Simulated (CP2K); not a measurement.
Runs of CP2K 2026.2 on In. The structure is cubic, space group Im-3m (No. 229). Conventional cell: a = 3.765 Å, b = 3.765 Å, c = 3.765 Å, α = 90.00°, β = 90.00°, γ = 90.00°. In (site symmetry m-3m) is surrounded by 8 In at 3.26 Å. This isn't the form of In at room conditions, which is tetragonal.

```csv
task,level,potentials or basis,smearing,EPS_DEFAULT,NGRIDS,basis sets,potentials,points a segment of the path (NPOINTS),gap on the mesh (eV),pressure (GPa),V0 of scaled cells (Å³/atom),B0 (GPa)
band structure,LDA,GTH_POTENTIALS In GTH-PADE-q13; TZVP-MOLOPT-PBE-GTH basis,fermi-dirac 0.05 eV,1.0E-10,5,In TZVP-MOLOPT-PBE-GTH-q13,In GTH-PADE-q13 of GTH_POTENTIALS,10,none,(a),-,-
equation of state,r2SCAN,POTENTIAL_UZH In GTH-SCAN-q13; TZVP-MOLOPT-SCAN-GTH basis,fermi-dirac 0.0259 eV,1.0E-10,4,In TZVP-MOLOPT-SCAN-GTH-q13,In GTH-SCAN-q13 of POTENTIAL_UZH,-,-,-,26.69,36
equation of state,r2SCAN,POTENTIAL_UZH In GTH-SCAN-q13; TZVP-MOLOPT-SCAN-GTH basis,fermi-dirac 0.1 eV,1.0E-9,4,In TZVP-MOLOPT-SCAN-GTH-q13,In GTH-SCAN-q13 of POTENTIAL_UZH,-,-,-,26.72,(b)
band structure,r2SCAN,POTENTIAL_UZH In GTH-SCAN-q13; TZVP-MOLOPT-SCAN-GTH basis,fermi-dirac 0.1 eV,1.0E-10,5,In TZVP-MOLOPT-SCAN-GTH-q13,In GTH-SCAN-q13 of POTENTIAL_UZH,6,none,0.1,-,-
```

Alike in all rows: no spin polarisation; cell as given; k mesh 10 × 10 × 10.

Problem. Estimate the missing entries.

Solution. (a) -2.6; (b) 40.

Caveats: the basis of atomic orbitals isn't converged, which shifts pressures, moduli and gaps.

A k mesh can miss the band edges, and the runs leave out spin-orbit coupling on In.

A gap of «none» marks a metal or a gap under the smearing width.

Not every run made on this cell is shown here.
